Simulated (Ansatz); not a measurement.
This guess for Si₄Ge is about to be relaxed.

```cif
data_structure
_symmetry_space_group_name_H-M 'P6_3/mmc'
_symmetry_Int_Tables_number 194
_cell_length_a 2.8329
_cell_length_b 2.8329
_cell_length_c 23.0410
_cell_angle_alpha 90.000
_cell_angle_beta 90.000
_cell_angle_gamma 120.000
_cell_volume 160.14
loop_
_atom_site_label
_atom_site_type_symbol
_atom_site_symmetry_multiplicity
_atom_site_Wyckoff_symbol
_atom_site_fract_x
_atom_site_fract_y
_atom_site_fract_z
_atom_site_occupancy
Si1 Si 4 f 0.33333 0.66667 0.65000 1
Si2 Si 4 f 0.33333 0.66667 0.05000 1
Ge1 Ge 2 c 0.33333 0.66667 0.25000 1
```

Theory: DFT PBE, scalar-relativistic, plane waves, PAW (Ansatz 0.2.0). Cutoff 420 eV, Gaussian smearing, Γ-centred meshes. Cell and atoms relax first on a coarse mesh and then on a finer one. In between, the cell is made exact in the group found at 0.06 Å. In metals the finer mesh still leaves noise of several meV/atom or more. The steps can't lower the symmetry of their start. No spin polarisation.

A guess keeps its type if space group and coordination stay and the shape of the cell changes little (axis ratios within about 15 %, angles within 6°); the volume may change.

Q: Does this structure survive the relaxation?

A: It keeps its type. The symmetry stays P6_3/mmc (No. 194). The volume per atom shrinks by 2.9 %, from 16.0 to 15.5 Å³. The shortest distance goes from 2.83 Å (Si–Ge and Si–Si) to 2.70 Å (Si–Si). The ratio c/a of the conventional cell changes by a factor of 1.02. Counting neighbours within 15 % of an atom's shortest distance, the start has Ge 12, Si 12 and the end Ge 12, Si 12.

The zero of energy is the elements' standard structures at the same level; no fitted shifts are applied.

Q: At what energy does it end?

A: +0.51 eV/atom. A positive value: parting into the elements would lower its energy.

The last run used an 18×18×2 mesh (in the run's order of axes) for its 10-atom cell and Gaussian smearing of 0.10 eV. A structure relaxed within its symmetry needn't be a true minimum. Another cell of Si4Ge relaxed alike, in I4/m, lies 47 meV/atom lower, so this cell isn't the stable form at this level.
